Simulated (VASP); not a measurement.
Set up this calculation in VASP 6.6.1, as the native input.

```yaml
Task: relaxation of the atoms
Functional: LDA
Potentials_or_basis: VASP PAW LDA potentials, release 64 (Ga_d, P)
Cutoff: 600 eV
k_mesh: 8 × 8 × 8
Occupations: gaussian, width 0.03 eV
Spin: no spin polarisation
Further_INCAR_settings: ALGO = Normal; EDIFF = 1e-07; IBRION = 2; EDIFFG = -0.01; NSW = 40
```

The structure of GaP lies in POSCAR:

```
GaP                                     
1.0
    0.0000000000      2.7145449854      2.7145449854
    2.7145449854      0.0000000000      2.7145449854
    2.7145449854      2.7145449854      0.0000000000
  Ga              P             
     1     1
Direct
     0.0000000000000000    0.0000000000000000    0.0000000000000000
     0.2500000000000000    0.2500000000000000    0.2500000000000000
```

The cell isn't the ideal one: a relaxed cell with its volume scaled by 1.02.

The input as run:

INCAR

```
SYSTEM = GaP
ALGO     = Normal         ! electronic algorithm
EDIFF    = 1E-7           ! SCF threshold, eV
EDIFFG   = -0.01          ! ionic threshold
ENCUT    = 600            ! plane-wave cutoff, eV
GGA      = CA             ! functional
IBRION   = 2              ! ionic algorithm
ISIF     = 2              ! what is computed and relaxed
ISMEAR   = 0              ! smearing method
LASPH    = .True.         ! aspherical terms in the spheres
LCHARG   = .False.        ! write CHGCAR
LREAL    = .False.        ! projectors in reciprocal space
LWAVE    = .False.        ! write WAVECAR
NELM     = 80             ! most SCF steps
NSW      = 40             ! ionic steps
PREC     = Accurate       ! precision mode
SIGMA    = 0.03           ! smearing width, eV
```

KPOINTS

```
k-points
0
Gamma
  8 8 8
  0 0 0
```

Potentials or basis: VASP PAW LDA potentials, release 64 (Ga_d, P).

The run is started by

```sh
$ cat potpaw_LDA.64/Ga_d/POTCAR potpaw_LDA.64/P/POTCAR > POTCAR
$ mpirun -np 1 vasp_std > vasp.out
```

It gave:

```json
{
  "Pressure after relaxing": "-1.7 GPa",
  "Band gap on the k mesh": "1.47 eV, indirect (least direct gap 1.73 eV)"
}
```

Caveat: the relaxation stopped at its first step, so nothing moved.

Wall time 8.8 s on 1 thread of AMD EPYC 9R45 96-Core Processor (Zen 5), with other jobs on the host, peak memory 0.13 GiB.
